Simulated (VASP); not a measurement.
# NaH, energy along a vibration (SMASS = -2): which settings are enough?

NaH, Fm-3m (no. 225), atoms displaced along the mode, 2 atoms in the cell. PBE, energy along a line of displacements; PAW potentials Na, H (PBE set). VASP 6.6.1.

Wanted: harmonic frequency within 1 %.

Space group without the displacement: Fm-3m (no. 225); Mode: optical mode at Gamma along x.

POSCAR of the starting run:
```
NaH
1.0
    0.0000000000      2.4400000000      2.4400000000
    2.4400000000      0.0000000000      2.4400000000
    2.4400000000      2.4400000000      0.0000000000
Na H
1 1
Direct
    0.0006885886     -0.0006885886     -0.0006885886
    0.4842951460      0.5157048540      0.5157048540

    0.0008400781   0.0000000000   0.0000000000
   -0.0191599219   0.0000000000   0.0000000000
```

The series start from k mesh: 5 × 5 × 5; Cutoff (eV): 330; Step along the mode (Å): 0.02; Extrapolation between steps (IWAVPR): 11. Each series keeps the choices made before it, and each single choice may use up half of a tolerance.

## k mesh

| k mesh | Harmonic frequency (THz) | Time (s) |
|---|---|---|
| 3 × 3 × 3 | 13.96 | 7.3 |
| 4 × 4 × 4 | 13.96 | 13 |
| 5 × 5 × 5 | 13.95 | 18 |
| 7 × 7 × 7 | 13.95 | 36 |
| 8 × 8 × 8 (reference) | 13.95 | 54 |

Chosen: 3 × 3 × 3, the loosest value from which every tighter one stays within half of the tolerance.

## Cutoff (eV)

| Cutoff (eV) | Harmonic frequency (THz) | Time (s) |
|---|---|---|
| 180 | 13.86 | 6.1 |
| 220 | 14.02 | 8.2 |
| 250 | 13.95 | 6.5 |
| 290 | 13.99 | 9.4 |
| 330 | 13.96 | 7.3 |
| 380 (reference) | 13.85 | 13 |

Chosen: 380; the next looser run is off by more than half of the tolerance, so convergence isn't shown beyond this value.

## Extrapolation between steps (IWAVPR)

| Extrapolation between steps (IWAVPR) | Harmonic frequency (THz) | Time (s) |
|---|---|---|
| 11 | 13.85 | 13 |
| 12 | 13.85 | 12 |
| 0 | 13.85 | 15 |

Chosen: 11; no other choice that stays within half of the tolerance saves 30 % of the time.

Also changed on the way, by series that aren't shown: Step along the mode (Å): 0.08.

## All choices together

| Input | Harmonic frequency (THz) | Time (s) |
|---|---|---|
| defaults on a coarse mesh (naive) | 14.11 | 2.8 |
| chosen settings | 13.85 | 13 |
| reference settings throughout | 13.83 | 63 |

The chosen settings stay within the tolerance of the reference run, but the reference itself isn't shown to be converged in: Cutoff (eV).

## The input

INCAR:
```
  GGA = PE
  PREC = Accurate
  ENCUT = 380
  EDIFF = 1E-7
  ALGO = Normal
  LREAL = False
  LASPH = True
  ISMEAR = 0
  SIGMA = 0.03
  ISYM = 0
  LWAVE = False
  LCHARG = False
  IBRION = 0
  SMASS = -2
  POTIM = 1
  NSW = 9
  NELMIN = 4
  IWAVPR = 11
  KPAR = 2
```

KPOINTS:
```
Automatic mesh
0
Gamma
  3 3 3
  0 0 0
```

POSCAR:
```
NaH
1.0
    0.0000000000      2.4400000000      2.4400000000
    2.4400000000      0.0000000000      2.4400000000
    2.4400000000      2.4400000000      0.0000000000
Na H
1 1
Direct
    0.0027543544     -0.0027543544     -0.0027543544
    0.4371805839      0.5628194161      0.5628194161

    0.0033603123   0.0000000000   0.0000000000
   -0.0766396877   0.0000000000   0.0000000000
```

Commands:
```
cat potpaw_PBE.64/Na/POTCAR potpaw_PBE.64/H/POTCAR > POTCAR
mpirun -np 2 vasp_std > vasp.out
```

The chosen input took VASP 6.6.1 13 s on 2 cores (AMD EPYC 7R43 (Zen 3)), a shared host.

## An input that fails: POTIM multiplies the typed steps tenfold

It runs to its end, but against the unchanged starting input it is off by 3187 % in the harmonic frequency.

Changes against the starting input:
```
- POTIM = 1
+ POTIM = 10
```
